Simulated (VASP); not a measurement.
# SiNi (Pnma) in VASP: a series of runs, part 3 of 3

VASP 6.6.1. The steps go on from the part before.

## 5. Phonons, PBE, collinear spin, ferromagnetic start

POSCAR

```
SiNi
1.0
    5.1731000000      0.0000000000      0.0000000000
    0.0000000000      3.3381000000      0.0000000000
    0.0000000000      0.0000000000      5.6049000000
Ni Si
4 4
Direct
    0.9922100000      0.7500000000      0.8124800000
    0.5077900000      0.2500000000      0.3124800000
    0.4922100000      0.7500000000      0.6875200000
    0.0077900000      0.2500000000      0.1875200000
    0.6787200000      0.2500000000      0.9175000000
    0.8212800000      0.7500000000      0.4175000000
    0.1787200000      0.2500000000      0.5825000000
    0.3212800000      0.7500000000      0.0825000000
```

INCAR.step1

```
SYSTEM = SiNi
  PREC = Accurate
  ENCUT = 600
  EDIFF = 1E-8
  ISMEAR = 0
  SIGMA = 0.02
  LREAL = .FALSE.
  LASPH = .TRUE.
  NELM = 120
  ALGO = Normal
  ISIF = 3
  LWAVE = .FALSE.
  LCHARG = .FALSE.
  ISPIN = 2
  MAGMOM = 1 1 1 1 0 0 0 0
  LORBIT = 11
  LMAXMIX = 4
  GGA = PE
  IBRION = 2
  NSW = 40
  EDIFFG = -0.002
```

INCAR.step2

```
SYSTEM = SiNi
  PREC = Accurate
  ENCUT = 600
  EDIFF = 1E-8
  ISMEAR = 0
  SIGMA = 0.02
  LREAL = .FALSE.
  LASPH = .TRUE.
  NELM = 120
  ALGO = Normal
  ISIF = 2
  LWAVE = .FALSE.
  LCHARG = .FALSE.
  ISPIN = 2
  MAGMOM = 1 1 1 1 0 0 0 0
  LORBIT = 11
  LMAXMIX = 4
  GGA = PE
  IBRION = 6
  NFREE = 2
  POTIM = 0.015
  NSW = 1
```

KPOINTS

```
regular mesh
0
G
  3 5 3
  0 0 0
```

Potentials or basis: VASP PAW PBE potentials, release 64 (Ni, Si).

Launch:

```bash
> cat potpaw_PBE.64/Ni/POTCAR potpaw_PBE.64/Si/POTCAR > POTCAR
> cp INCAR.step1 INCAR
> mpirun -np 1 vasp_std > vasp.out
> cp CONTCAR POSCAR
> cp INCAR.step2 INCAR
> mpirun -np 1 vasp_std > vasp.out
```

OUTCAR:

```text
SYSTEM = SiNi
   PREC = Accurate
   ENCUT = 600
   EDIFF = 1E-8
   ISMEAR = 0
   LREAL = .FALSE.
   LASPH = .TRUE.
   NELM = 120
   ISIF = 2
   ISPIN = 2
   LORBIT = 11
   GGA = PE
   IBRION = 6
   NFREE = 2
   POTIM = 0.015
   NSW = 1

 ion  position               nearest neighbor table
   1  0.993  0.750  0.812-   8 2.29   7 2.33   7 2.33   6 2.39   5 2.40   5 2.40   4 2.68   4 2.68
                             3 2.76   3 2.76
   2  0.507  0.250  0.312-   7 2.29   8 2.33   8 2.33   5 2.39   6 2.40   6 2.40   3 2.68   3 2.68
                             4 2.76   4 2.76
   3  0.493  0.750  0.688-   6 2.29   5 2.33   5 2.33   8 2.39   7 2.40   7 2.40   2 2.68   2 2.68
                             1 2.76   1 2.76
   4  0.007  0.250  0.188-   5 2.29   6 2.33   6 2.33   7 2.39   8 2.40   8 2.40   1 2.68   1 2.68
                             2 2.76   2 2.76
   5  0.682  0.250  0.923-   4 2.29   3 2.33   3 2.33   2 2.39   1 2.40   1 2.40   8 2.67   8 2.67

   6  0.818  0.750  0.423-   3 2.29   4 2.33   4 2.33   1 2.39   2 2.40   2 2.40   7 2.67   7 2.67

   7  0.182  0.250  0.577-   2 2.29   1 2.33   1 2.33   4 2.39   3 2.40   3 2.40   6 2.67   6 2.67

   8  0.318  0.750  0.077-   1 2.29   2 2.33   2 2.33   3 2.39   4 2.40   4 2.40   5 2.67   5 2.67

  LATTYP: Found a simple orthorhombic cell.
 ALAT       =     3.2391926376
 B/A-ratio  =     1.6459726811
 C/A-ratio  =     1.7489882489

  Lattice vectors:

 A1 = (   0.0000000000,  -3.2391926376,   0.0000000000)
 A2 = (   5.3316225902,   0.0000000000,   0.0000000000)
 A3 = (   0.0000000000,   0.0000000000,   5.6653098591)

Analysis of symmetry for initial positions (statically):
=====================================================================
[... 1616 lines left out ...]
 INTERNAL STRAIN TENSORS FROM DISPLACED ATOMS
 ============================================

 INTERNAL STRAIN TENSOR FOR ION    1 for displacements in x,y,z  (eV/Angst):
          X           Y           Z          XY          YZ          ZX
  --------------------------------------------------------------------------------
  x     1.66562     0.42752     2.28010     0.00000     0.00000     1.91320
  y     0.00000     0.00000     0.00000     1.33308    -2.02911     0.00000
  z     1.39533    -3.45537    -3.73638     0.00000     0.00000     2.23613

 INTERNAL STRAIN TENSOR FOR ION    8 for displacements in x,y,z  (eV/Angst):
          X           Y           Z          XY          YZ          ZX
  --------------------------------------------------------------------------------
  x    -3.16633     0.96273    -1.72738     0.00000     0.00000    -2.86422
  y     0.00000     0.00000     0.00000     1.49821     4.84195    -0.00000
  z    -2.15218     5.80485    -4.80478     0.00000     0.00000     0.85149

 Eigenvectors and eigenvalues of the dynamical matrix
 ----------------------------------------------------

   1 f  =   11.902837 THz    74.787728 2PiTHz  397.035891 cm-1    49.226155 meV
             X         Y         Z           dx          dy          dz
      5.293636  2.429394  4.601157     0.129210    0.000000   -0.019063
      2.703798  0.809798  1.768502     0.129210    0.000000    0.019063
      2.627825  2.429394  3.896808    -0.129210    0.000000   -0.019063
      0.037987  0.809798  1.064153    -0.129210    0.000000    0.019063
      3.633749  0.809798  5.228549     0.434512    0.000000    0.210097
      4.363685  2.429394  2.395894     0.434512    0.000000   -0.210097
      0.967937  0.809798  3.269416    -0.434512   -0.000000    0.210097
      1.697874  2.429394  0.436761    -0.434512   -0.000000   -0.210097
[... 243 lines left out ...]
  24 f/i=    0.002972 THz     0.018671 2PiTHz    0.099123 cm-1     0.012290 meV
             X         Y         Z           dx          dy          dz
      5.293636  2.429394  4.601157    -0.000000    0.411292    0.000000
      2.703798  0.809798  1.768502    -0.000000    0.411292    0.000000
      2.627825  2.429394  3.896808    -0.000000    0.411292    0.000000
      0.037987  0.809798  1.064153    -0.000000    0.411292    0.000000
      3.633749  0.809798  5.228549    -0.000000    0.284321    0.000000
      4.363685  2.429394  2.395894    -0.000000    0.284321    0.000000
      0.967937  0.809798  3.269416    -0.000000    0.284321    0.000000
      1.697874  2.429394  0.436761    -0.000000    0.284321    0.000000

 ELASTIC MODULI CONTR FROM IONIC RELAXATION (kBar)
 Direction    XX          YY          ZZ          XY          YZ          ZX
 --------------------------------------------------------------------------------
 XX        -104.0009     80.8071   -125.3557      0.0000     -0.0000     -0.0000
 YY          80.8071   -271.6483    120.3021     -0.0000      0.0000      0.0000
 ZZ        -125.3557    120.3021   -343.2228     -0.0000     -0.0000     -0.0000
 XY           0.0000     -0.0000     -0.0000    -19.6813      0.0000     -0.0000
 YZ          -0.0000      0.0000     -0.0000      0.0000   -171.9661     -0.0000
 ZX          -0.0000      0.0000     -0.0000     -0.0000     -0.0000   -103.0987
 --------------------------------------------------------------------------------

 total charge

# of ion       s       p       d       tot
------------------------------------------
    1        0.490   0.621   8.445   9.556
    2        0.490   0.621   8.445   9.556
    3        0.490   0.621   8.445   9.556
    4        0.490   0.621   8.445   9.556
    5        0.764   0.847   0.000   1.611
    6        0.764   0.847   0.000   1.611
    7        0.764   0.847   0.000   1.611
    8        0.764   0.847   0.000   1.611
--------------------------------------------------
tot          5.016   5.872  33.781  44.668

 magnetization (x)

# of ion       s       p       d       tot
------------------------------------------
    1       -0.000  -0.000   0.000   0.000
    2       -0.000  -0.000   0.000   0.000
    3       -0.000  -0.000   0.000   0.000
    4       -0.000  -0.000   0.000   0.000
    5        0.000  -0.000   0.000   0.000
    6        0.000  -0.000   0.000   0.000
    7        0.000  -0.000   0.000   0.000
    8        0.000  -0.000   0.000   0.000
--------------------------------------------------
tot          0.000  -0.000   0.000   0.000
```

OSZICAR.step1:

```text
N       E                     dE             d eps       ncg     rms          rms(c)
DAV:   1     0.393498996555E+03    0.39350E+03   -0.27061E+04  1680   0.210E+03
DAV:   2    -0.188804627621E+02   -0.41238E+03   -0.40036E+03  1680   0.411E+02
DAV:   3    -0.527670181669E+02   -0.33887E+02   -0.32771E+02  1828   0.140E+02
[... 265 lines left out ...]
DAV:   1    -0.475650134957E+02   -0.33248E-05   -0.53816E-05  2108   0.768E-02    0.158E-02
DAV:   2    -0.475650157805E+02   -0.22849E-05   -0.55572E-05  1972   0.111E-01    0.191E-02
DAV:   3    -0.475650103357E+02    0.54449E-05   -0.22387E-05  1924   0.730E-02    0.316E-03
DAV:   4    -0.475650101229E+02    0.21273E-06   -0.11764E-06  2000   0.666E-03    0.157E-03
DAV:   5    -0.475650100833E+02    0.39676E-07   -0.10878E-07  2080   0.446E-03    0.556E-04
DAV:   6    -0.475650100812E+02    0.21100E-08   -0.14006E-08   888   0.928E-04
  22 F= -.47565010E+02 E0= -.47565010E+02  d E =-.406612E-05  mag=    -0.0000
```

It took 60 min on 1 thread of AMD EPYC 7R43 (Zen 3), shared host; peak memory 0.45 GiB.

Results:

| Quantity | Value |
| --- | --- |
| Relaxed volume | 12.23 Å³/atom |
| Relaxed cell | a = 5.332 Å, b = 3.239 Å, c = 5.665 Å, α = 90.00°, β = 90.00°, γ = 90.00° |
| Space group after relaxing (to 0.05 Å) | Pnma (No. 62) |
| Net moment | 0.00 μB per cell |
| Valence electrons inside the program's atomic spheres | Ni 9.56; Si 1.61 |
| Highest phonon frequency at Γ, LO-TO splitting left out | 397 cm⁻¹ |

The path:
| step | energy change (eV) | largest force (eV/Å) | pressure (GPa) | volume (Å³) |
| --- | --- | --- | --- | --- |
| 1 | 0.0000 | 0.0951 | 2.06 | 96.79 |
| 2 | -0.0253 | 0.1531 | -1.86 | 98.97 |
| 3 | -0.0258 | 0.1332 | -1.41 | 98.70 |
| 4 | -0.0535 | 0.1985 | -0.73 | 98.28 |
| 5 | -0.0590 | 0.2196 | -0.43 | 98.10 |
| 6 | -0.0565 | 0.2634 | 0.19 | 97.72 |
| 7 | -0.0602 | 0.2351 | -0.22 | 97.96 |
| 8 | -0.0707 | 0.0919 | 0.51 | 97.53 |
| 9 | -0.0709 | 0.0785 | 0.62 | 97.46 |
| 10 | -0.0725 | 0.0506 | -0.58 | 98.15 |
| 11 | -0.0728 | 0.0431 | -0.24 | 97.96 |
| 12 | -0.0737 | 0.0163 | -0.02 | 97.85 |
| 13 | -0.0737 | 0.0112 | 0.04 | 97.82 |
| 14 | -0.0738 | 0.0084 | -0.03 | 97.86 |
| 15 | -0.0738 | 0.0092 | -0.03 | 97.86 |
| 16 | -0.0738 | 0.0057 | 0.02 | 97.83 |
| 17 | -0.0738 | 0.0049 | 0.02 | 97.82 |
| 18 | -0.0738 | 0.0034 | 0.06 | 97.81 |
| 19 | -0.0738 | 0.0045 | 0.05 | 97.82 |
| 20 | -0.0738 | 0.0019 | -0.02 | 97.85 |
| 21 | -0.0738 | 0.0021 | 0.01 | 97.84 |
| 22 | -0.0738 | 0.0016 | 0.00 | 97.84 |

Final structure:
```
Ni Si
1.0
     5.33162    0.00000    0.00000
     0.00000    3.23919    0.00000
     0.00000    0.00000    5.66531
Ni Si
4 4
Direct
  0.99288 0.75000 0.81216
  0.50712 0.25000 0.31216
  0.49288 0.75000 0.68784
  0.00712 0.25000 0.18784
  0.68155 0.25000 0.92291
  0.81845 0.75000 0.42291
  0.18155 0.25000 0.57709
  0.31845 0.75000 0.07709
```

Phonon frequencies in cm⁻¹ (negative: imaginary):
| q point | frequencies |
| --- | --- |
| (0.000, 0.000, 0.000) | 0 0 0 148 157 178 187 195 198 202 223 255 278 280 291 298 306 310 316 333 366 374 379 397 |

Caveat: the k mesh is coarse (spacing up to 0.40 Å⁻¹), so the values aren't converged.

## 6. Overview

| task | cell | k mesh | cutoff (eV) | k mesh for the DOS | occupations for the DOS | mesh quality | gap on the mesh (eV) | pressure (GPa) | moment (μB) | largest force (eV/Å) |
| --- | --- | --- | --- | --- | --- | --- | --- | --- | --- | --- |
| density of states | as given | 4 × 6 × 4 | 520 | 6 × 9 × 6 | tetrahedron | not flagged | - | - | 0.00 | - |
| electric field gradients | as given | 4 × 6 × 4 | 520 | - | - | not flagged | none | 1.8 | 0.00 | 0.03 |
| core levels | as given | 4 × 6 × 4 | 520 | - | - | not flagged | none | 1.8 | 0.00 | 0.03 |
| phonons | relaxed | 3 × 5 × 3 | 600 | - | - | coarse | - | - | 0.00 | - |

Alike in all rows: level PBE; potentials or basis VASP PAW PBE potentials, release 64 (Ni, Si); spin collinear, ferromagnetic start; smearing gaussian 0.02 eV.

Caveats: some runs use coarse meshes.

Absolute energies hang on the potentials; compare differences alone.
